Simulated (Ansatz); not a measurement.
Consider the following.

```yaml
crystal:
  lattice:
    - [2.15828, 1.19734, 10.09023]
    - [-2.11379, 1.20955, 10.07951]
    - [0.03283, -2.51669, 10.09805]
  atoms:
    - { symbol: Sb, position: [0.39622, 0.40137, 0.39666] }
    - { symbol: Sb, position: [0.60378, 0.59863, 0.60334] }
    - { symbol: Te, position: [0.00000, 0.00000, 0.00000] }
    - { symbol: Te, position: [0.21577, 0.20642, 0.21582] }
    - { symbol: Te, position: [0.78423, 0.79358, 0.78418] }
```

No spin polarisation.

The values are results of r2SCAN+rVV10 (Ansatz, an electronic-structure program, PAW, no SOC), earlier PAW set, not measurements. Settings: 9×9×9 k-points, 0.05 eV Fermi–Dirac smearing.

Task: Predict the space group, valence-band top at Γ, stress and gap character.

Result: The space group comes out as P-1 (No. 2). The valence-band top at Γ (three highest levels, from the VBM) is 0.00, -1.47, -1.51 eV and the stress (xx, yy, zz, yz, xz, xy; compression positive) comes out as (0.64, 0.52, 0.91, 0.13, -0.23, 0.25) GPa. The gap character is direct at Γ.

With Sb and Te present, leaving out spin-orbit coupling can change the band edges. The cells carry an imposed strain or load. Whether these cells are dynamically stable was not tested. The cell was made from Sb$_{2}$Te$_{3}$ in the Bi2Te3 type structure (space group R-3m, No. 166) by this change: strain tensor (xx, yy, zz, yz, xz, xy) = (−0.35, +0.20, −2.14, −0.36, +0.25, −0.29) %. A zero or small gap of Sb2Te3 can be the functional's error rather than a property of the material.
